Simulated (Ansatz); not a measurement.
HfN:

```
Hf N
1.0
     2.82503    0.00000    0.00000
     0.00000    2.82503    0.00000
     0.00000    0.00000    2.82503
Hf N
1 1
Direct
  0.50000 0.50000 0.50000
  0.00000 0.00000 0.00000
```

The cell was built by a generator and needn't be a form met in nature.

| Quantity | Value |
| --- | --- |
| Program | Ansatz 0.2.0 |
| Task | single point |
| Functional | PBE |
| Potentials or basis | all-electron LAPW, scalar-relativistic |
| Cutoff | 286 eV (chosen from the basis error) |
| Basis error allowed | 0.001 eV/atom |
| k mesh | 9 × 9 × 9 |
| Occupations | fermi-dirac, width 0.05 eV |
| Spin | no spin polarisation |

On this cell: pressure 0.2 GPa; largest force zero by symmetry; band gap on the k mesh none (metal or under the smearing width).

The same run follows on a disturbed copy (atoms moved at random, drawn with an rms of 0.05 Å):

```
CELL_PARAMETERS angstrom
2.82503 0.00000 0.00000
0.00000 2.82503 0.00000
0.00000 0.00000 2.82503
ATOMIC_POSITIONS crystal
Hf 0.50541 0.49615 0.49535
N 0.98582 0.00805 0.98296
```

Task: What does the disturbed cell give?

Result: The energy (extrapolated to zero smearing) moves by +3.9 meV/atom; pressure 0.7 GPa; largest force 0.211 eV/Å; band gap on the k mesh none (metal or under the smearing width).

Forces on the atoms (eV/Å):
```
Hf  -0.156  0.098 -0.102
N    0.156 -0.098  0.102
```

Stress tensor (GPa, compression positive):
```
 0.64 -0.44  0.45
-0.44  0.75 -0.28
 0.45 -0.28  0.75
```
